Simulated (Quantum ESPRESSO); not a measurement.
## BN (P6_3/mmc): modes at Γ and the response to a field

Which modes does BN (P6_3/mmc) have at the zone centre?

Main program and level: Quantum ESPRESSO 7.5; DFT LDA, scalar-relativistic, plane waves, PseudoDojo norm-conserving pseudopotentials.

The database entry behind the starting cell differs from later determinations by our own check (about 0.3 % short, minor phase), so it need not match the best structure at ambient conditions.

## 1. Set-up

The structure is hexagonal, space group P6_3/mmc (No. 194). The conventional cell has a = 2.498 Å, b = 2.498 Å, c = 6.636 Å, α = 90.00°, β = 90.00°, γ = 120.00°. Nearest to B lie 3 N at 1.44 Å. Nearest to N lie 3 B at 1.44 Å. Farther neighbours and most contacts between anions are not listed.

Structure file:

```
B N
1.0
     2.49824    0.00000    0.00000
    -1.24912    2.16354    0.00000
     0.00000    0.00000    6.63570
B N
2 2
Cartesian
  0.0000 1.4424 1.6589
  1.2491 0.7212 4.9768
  0.0000 1.4424 4.9768
  1.2491 0.7212 1.6589
```

## 2. A probe with smearing

Before anything dear is run, a loose run with smearing shows whether this is a metal and how far the cell is from rest.

Input file probe.in:

```
&control
   calculation = 'scf'
   prefix = 'x'
   outdir = './tmp'
   pseudo_dir = './pseudo'
   tprnfor = .true.
   tstress = .true.
   verbosity = 'high'
/
&system
   ibrav = 4
   celldm(1) = 4.72098939
   celldm(3) = 2.65614993
   nat = 4
   ntyp = 2
   ecutwfc = 84.0
   occupations = 'smearing'
   smearing = 'gaussian'
   degauss = 0.01
/
&electrons
   conv_thr = 1.0d-07
   mixing_beta = 0.7
   electron_maxstep = 100
/
ATOMIC_SPECIES
 B      10.8100  B.upf
 N      14.0070  N.upf
ATOMIC_POSITIONS crystal
 B      0.333333333   0.666666667   0.250000000
 B      0.666666667   0.333333333   0.750000000
 N      0.333333333   0.666666667   0.750000000
 N      0.666666667   0.333333333   0.250000000
K_POINTS automatic
 9 9 4 0 0 0
```

Launch:

```console
> OMP_NUM_THREADS=1 mpirun -n 4 pw.x -nk 4 -in probe.in > probe.out
```

Output:

```text
[banners, grids, parts of the stress and lines that vanish by symmetry left out]
Program PWSCF v.7.5
     bravais-lattice index     =            4
     lattice parameter (alat)  =       4.7210  a.u.
[...]
kinetic-energy cutoff     =      84.0000  Ry
     charge density cutoff     =     336.0000  Ry
     scf convergence threshold =      1.0E-07
[...]
Exchange-correlation= SLA  PW   NOGX NOGC
                           (   1   4   0   0   0   0   0)
[...]
24 Sym. Ops., with inversion, found (12 have fractional translation)
[...]
(     0          1          0      )
                  (     0          0          1      )
[...]
(  0.0000000  1.0000000  0.0000000 )
                  (  0.0000000  0.0000000  1.0000000 )
[...]
(     0         -1          0      )       (  0.0000000 )
[...]
(  0.0000000  0.0000000  1.0000000 )
[...]
number of k points=    36  Gaussian smearing, width (Ry)=  0.0100
[...]
c_bands:  1 eigenvalues not converged
     c_bands:  2 eigenvalues not converged
[...]
End of self-consistent calculation
[...]
the Fermi energy is     6.6050 ev
!    total energy              =     -53.68538144 Ry
[...]
convergence has been achieved in   9 iterations
[...]
atom    1 type  1   force =     0.00000000   -0.00000000    0.00000000
     atom    2 type  1   force =     0.00000000    0.00000000    0.00000000
     atom    3 type  2   force =     0.00000000    0.00000000   -0.00000000
     atom    4 type  2   force =    -0.00000000    0.00000000   -0.00000000
[...]
Total force =     0.000000     Total SCF correction =     0.000000
[...]
total   stress  (Ry/bohr**3)                   (kbar)     P=      -28.82
[...]
XML data file, charge density, pseudopotentials, collected wavefunctions

   JOB DONE.
```

It took 12 s on 4 MPI ranks of AMD EPYC (Zen 3), shared host; 46 s of CPU time.

This step gave:

| Item | Value |
| --- | --- |
| volume per atom | 8.967 Å³ |
| pressure | -2.882 GPa |
| gap on the k-mesh | 4.257 eV |

A gap of 4.3 eV opens on this mesh, so the crystal is taken as an insulator; the start stands at -2.9 GPa.

## 3. Relaxation

The relaxation runs at a cutoff a fifth above that of the response, since stress converges more slowly with the basis than frequencies do. Forces and stress are brought to rest with tight thresholds.

Input file relax.in:

```
&control
   calculation = 'vc-relax'
   prefix = 'x'
   outdir = './tmp'
   pseudo_dir = './pseudo'
   tprnfor = .true.
   tstress = .true.
   forc_conv_thr = 2.0d-05
   etot_conv_thr = 1.0d-07
   nstep = 40
/
&system
   ibrav = 4
   celldm(1) = 4.72098939
   celldm(3) = 2.65614993
   nat = 4
   ntyp = 2
   ecutwfc = 101
   occupations = 'fixed'
   nbnd = 10
/
&electrons
   conv_thr = 1.0d-11
   mixing_beta = 0.7
   electron_maxstep = 100
/
&ions
/
&cell
   press_conv_thr = 0.2
/
ATOMIC_SPECIES
 B      10.8100  B.upf
 N      14.0070  N.upf
ATOMIC_POSITIONS crystal
 B      0.333333333   0.666666667   0.250000000
 B      0.666666667   0.333333333   0.750000000
 N      0.333333333   0.666666667   0.750000000
 N      0.666666667   0.333333333   0.250000000
K_POINTS automatic
 9 9 4 0 0 0
```

Launch:

```console
> OMP_NUM_THREADS=1 mpirun -n 4 pw.x -nk 4 -in relax.in > relax.out
```

Output:

```text
[banners, grids, parts of the stress and lines that vanish by symmetry left out]
[banner, memory and clock lines left out]
Program PWSCF v.7.5

[...]
kinetic-energy cutoff     =     101.0000  Ry
     charge density cutoff     =     404.0000  Ry
     scf convergence threshold =      1.0E-11
[...]
energy convergence thresh.=      1.0E-07
     force convergence thresh. =      2.0E-05
     press convergence thresh. =      2.0E-01
     Exchange-correlation= SLA  PW   NOGX NOGC
                           (   1   4   0   0   0   0   0)
[...]
24 Sym. Ops., with inversion, found (12 have fractional translation)
[...]
number of k points=    36
[...]
End of self-consistent calculation
[...]
highest occupied, lowest unoccupied level (ev):     4.4934    8.7501
!    total energy              =     -53.68541980 Ry
[...]
convergence has been achieved in  20 iterations
[...]
atom    1 type  1   force =    -0.00000000   -0.00000000   -0.00000000
     atom    2 type  1   force =     0.00000000    0.00000000    0.00000000
     atom    3 type  2   force =    -0.00000000   -0.00000000   -0.00000000
     atom    4 type  2   force =     0.00000000    0.00000000    0.00000000
     Total force =     0.000000     Total SCF correction =     0.000000
[...]
total   stress  (Ry/bohr**3)                   (kbar)     P=      -29.03
[...]
number of bfgs steps    =   0
[...]
CELL_PARAMETERS (alat=  4.72098939)
[...]
ATOMIC_POSITIONS (crystal)
B                0.3333333330        0.6666666670        0.2500000000
B                0.6666666670        0.3333333330        0.7500000000
N                0.3333333330        0.6666666670        0.7500000000
N                0.6666666670        0.3333333330        0.2500000000
[...]
New effective cutoffs (rho, wfc):  409.49  102.40
[...]
End of self-consistent calculation
[...]
highest occupied, lowest unoccupied level (ev):     4.6269    8.9186
!    total energy              =     -53.68549260 Ry
[...]
convergence has been achieved in  10 iterations
[...]
atom    1 type  1   force =     0.00000000    0.00000000    0.00000000
     atom    2 type  1   force =     0.00000000   -0.00000000   -0.00000000
     atom    3 type  2   force =     0.00000000   -0.00000000   -0.00000000
     atom    4 type  2   force =     0.00000000    0.00000000    0.00000000
     Total force =     0.000000     Total SCF correction =     0.000000
[...]
total   stress  (Ry/bohr**3)                   (kbar)     P=       22.12
[...]
number of bfgs steps    =   1
[...]
CELL_PARAMETERS (alat=  4.72098939)
[...]
ATOMIC_POSITIONS (crystal)
[...]
New effective cutoffs (rho, wfc):  406.87  101.75
[...]
End of self-consistent calculation
[...]
highest occupied, lowest unoccupied level (ev):     4.5751    8.8495
!    total energy              =     -53.68568321 Ry
[...]
convergence has been achieved in  11 iterations
[...]
atom    1 type  1   force =     0.00000000    0.00000000   -0.00000000
     atom    2 type  1   force =    -0.00000000   -0.00000000    0.00000000
     atom    3 type  2   force =    -0.00000000   -0.00000000    0.00000000
     atom    4 type  2   force =    -0.00000000   -0.00000000   -0.00000000
     Total force =     0.000000     Total SCF correction =     0.000000
[...]
number of bfgs steps    =   6
[...]
highest occupied, lowest unoccupied level (ev):     4.6774    8.9408
!    total energy              =     -53.68575299 Ry
[...]
convergence has been achieved in   8 iterations
[...]
Total force =     0.000000     Total SCF correction =     0.000000
[...]
total   stress  (Ry/bohr**3)                   (kbar)     P=       -1.37
[...]
number of bfgs steps    =   7
[...]
highest occupied, lowest unoccupied level (ev):     4.7361    8.9938
!    total energy              =     -53.68577608 Ry
[...]
convergence has been achieved in   8 iterations
[...]
Total force =     0.000000     Total SCF correction =     0.000000
[...]
total   stress  (Ry/bohr**3)                   (kbar)     P=       -0.80
[...]
number of bfgs steps    =   8
[...]
New effective cutoffs (rho, wfc):  422.26  105.98
[...]
highest occupied, lowest unoccupied level (ev):     4.8181    9.0683
!    total energy              =     -53.68578680 Ry
[...]
convergence has been achieved in   9 iterations
[...]
Total force =     0.000000     Total SCF correction =     0.000000
[...]
total   stress  (Ry/bohr**3)                   (kbar)     P=        0.07
[...]
number of bfgs steps    =   9
[...]
CELL_PARAMETERS (alat=  4.72098939)
[...]
ATOMIC_POSITIONS (crystal)
[...]
New effective cutoffs (rho, wfc):  421.72  105.83
[...]
End of self-consistent calculation
[...]
highest occupied, lowest unoccupied level (ev):     4.8107    9.0616
!    total energy              =     -53.68578689 Ry
[...]
convergence has been achieved in   6 iterations
[...]
atom    1 type  1   force =     0.00000000    0.00000000   -0.00000000
     atom    2 type  1   force =    -0.00000000   -0.00000000   -0.00000000
     atom    3 type  2   force =     0.00000000    0.00000000   -0.00000000
     atom    4 type  2   force =    -0.00000000   -0.00000000    0.00000000
     Total force =     0.000000     Total SCF correction =     0.000000
[...]
total   stress  (Ry/bohr**3)                   (kbar)     P=       -0.00
[...]
bfgs converged in  11 scf cycles and  10 bfgs steps
[...]
End of BFGS Geometry Optimization
     Final enthalpy           =     -53.6857868937 Ry
     File ./tmp/x.bfgs deleted, as requested
[...]
CELL_PARAMETERS (alat=  4.72098939)
[...]
ATOMIC_POSITIONS (crystal)
[...]
N                0.3333333330        0.6666666670        0.7500000000
N                0.6666666670        0.3333333330        0.2500000000
[...]
Final scf calculation at the relaxed structure.
[...]
kinetic-energy cutoff     =     101.0000  Ry
     charge density cutoff     =     404.0000  Ry
     scf convergence threshold =      1.0E-13
[...]
press convergence thresh. =      2.0E-01
     Exchange-correlation= SLA  PW   NOGX NOGC
                           (   1   4   0   0   0   0   0)
[...]
24 Sym. Ops., with inversion, found (12 have fractional translation)
[...]
number of k points=    36
[...]
c_bands:  1 eigenvalues not converged
     c_bands:  1 eigenvalues not converged
[...]
End of self-consistent calculation
[...]
highest occupied, lowest unoccupied level (ev):     4.8107    9.0616
!    total energy              =     -53.68578117 Ry
[...]
convergence has been achieved in  16 iterations
[...]
atom    1 type  1   force =    -0.00000000   -0.00000000   -0.00000000
     atom    2 type  1   force =     0.00000000    0.00000000    0.00000000
     atom    3 type  2   force =    -0.00000000    0.00000000   -0.00000000
     atom    4 type  2   force =    -0.00000000   -0.00000000    0.00000000
     Total force =     0.000000     Total SCF correction =     0.000000
[...]
total   stress  (Ry/bohr**3)                   (kbar)     P=       -0.02
[...]
XML data file, charge density, pseudopotentials, collected wavefunctions
```

Elapsed: 2.6 min, on 4 MPI ranks; 10 min of CPU time.

The steps of the relaxation:

| step | energy less that of the first step (eV) | largest force (eV/Å) | pressure (GPa) | volume (Å³) |
| --- | --- | --- | --- | --- |
| 1 | 0.0000 | 0.0000 | -2.90 | 35.87 |
| 2 | -0.0010 | 0.0000 | 2.21 | 35.34 |
| 3 | -0.0036 | 0.0000 | -0.19 | 35.55 |
| 4 | -0.0037 | 0.0000 | -0.20 | 35.51 |
| 5 | -0.0038 | 0.0000 | -0.21 | 35.48 |
| 6 | -0.0040 | 0.0000 | -0.20 | 35.42 |
| 7 | -0.0042 | 0.0000 | -0.17 | 35.34 |
| 8 | -0.0045 | 0.0000 | -0.14 | 35.21 |
| 9 | -0.0048 | 0.0000 | -0.08 | 35.02 |
| 10 | -0.0050 | 0.0000 | 0.01 | 34.75 |
| 11 | -0.0050 | 0.0000 | 0.00 | 34.77 |
| 12 | -0.0049 | 0.0000 | 0.00 | 34.77 |

| conventional cell, symmetrised | before | after | change |
| --- | --- | --- | --- |
| a (Å) | 2.498 | 2.489 | -0.4 % |
| b (Å) | 2.498 | 2.489 | -0.4 % |
| c (Å) | 6.636 | 6.481 | -2.3 % |
| volume (Å³/atom) | 8.97 | 8.69 | -3.0 % |

Final coordinates:

```
B N
1.0
     2.48907    0.00000    0.00000
    -1.24454    2.15560    0.00000
     0.00000    0.00000    6.48114
B N
2 2
Cartesian
  0.0000 1.4371 1.6203
  1.2445 0.7185 4.8609
  0.0000 1.4371 4.8609
  1.2445 0.7185 1.6203
```

The last row of the table of steps is pw.x's closing run on a basis chosen anew for the final cell, so its energy can jump.

Read from the output:

```yaml
volume_per_atom: 8.694 Å³
pressure: -0.001667 GPa
gap_on_the_k_mesh: 4.251 eV
```

The volume changes by -3.0 % from the cell with which this run began.

## 4. Self-consistent run for the response

The response is built on this ground state, so it is converged far tighter than an energy would need. With a gap, occupations are fixed, which also allows the response to an electric field.

Input file scf.in:

```
&control
   calculation = 'scf'
   prefix = 'x'
   outdir = './tmp'
   pseudo_dir = './pseudo'
   tprnfor = .true.
   tstress = .true.
/
&system
   ibrav = 4
   celldm(1) = 4.70366401
   celldm(3) = 2.60383618
   nat = 4
   ntyp = 2
   ecutwfc = 84.0
   occupations = 'fixed'
   nbnd = 10
/
&electrons
   conv_thr = 1.0d-12
   mixing_beta = 0.7
   electron_maxstep = 100
/
ATOMIC_SPECIES
 B      10.8100  B.upf
 N      14.0070  N.upf
ATOMIC_POSITIONS crystal
 B      0.333333333   0.666666667   0.250000000
 B      0.666666667   0.333333333   0.750000000
 N      0.333333333   0.666666667   0.750000000
 N      0.666666667   0.333333333   0.250000000
K_POINTS automatic
 9 9 4 0 0 0
```

Launch:

```console
> OMP_NUM_THREADS=1 mpirun -n 4 pw.x -nk 4 -in scf.in > scf.out
```

Output:

```text
[banners, grids, parts of the stress and lines that vanish by symmetry left out]
[banner, memory and clock lines left out]
Program PWSCF v.7.5

[...]
kinetic-energy cutoff     =      84.0000  Ry
     charge density cutoff     =     336.0000  Ry
     scf convergence threshold =      1.0E-12
[...]
Exchange-correlation= SLA  PW   NOGX NOGC
                           (   1   4   0   0   0   0   0)
[...]
24 Sym. Ops., with inversion, found (12 have fractional translation)
[...]
number of k points=    36
[...]
End of self-consistent calculation
[...]
highest occupied, lowest unoccupied level (ev):     4.8108    9.0616
!    total energy              =     -53.68574287 Ry
[...]
convergence has been achieved in  20 iterations
[...]
atom    1 type  1   force =    -0.00000000   -0.00000000   -0.00000000
     atom    2 type  1   force =     0.00000000    0.00000000   -0.00000000
     atom    3 type  2   force =     0.00000000    0.00000000    0.00000000
     atom    4 type  2   force =     0.00000000    0.00000000    0.00000000
     Total force =     0.000000     Total SCF correction =     0.000000
[...]
total   stress  (Ry/bohr**3)                   (kbar)     P=       -0.06
[...]
XML data file, charge density, pseudopotentials, collected wavefunctions
```

The job ended after 21 s (4 MPI ranks; 83 s of CPU time).

Read from the output:

| Property | Result |
| --- | --- |
| pressure | -0.005667 GPa |

The cell stands at -0.0057 GPa, close enough for phonons.

(Continued in part 2 of 3.)

[Host names and launcher messages were left out of these logs when they were recorded.]

[Logs are printed without paths, hosts, clocks, repeated set-up lines and the standing remarks that a program may print on its own settings, such as how far it seeks lower states.]

[Hosts, paths, dates, database ids (printed as entryN), source tags and the programs' standing remarks are cut or masked in the printed files.]
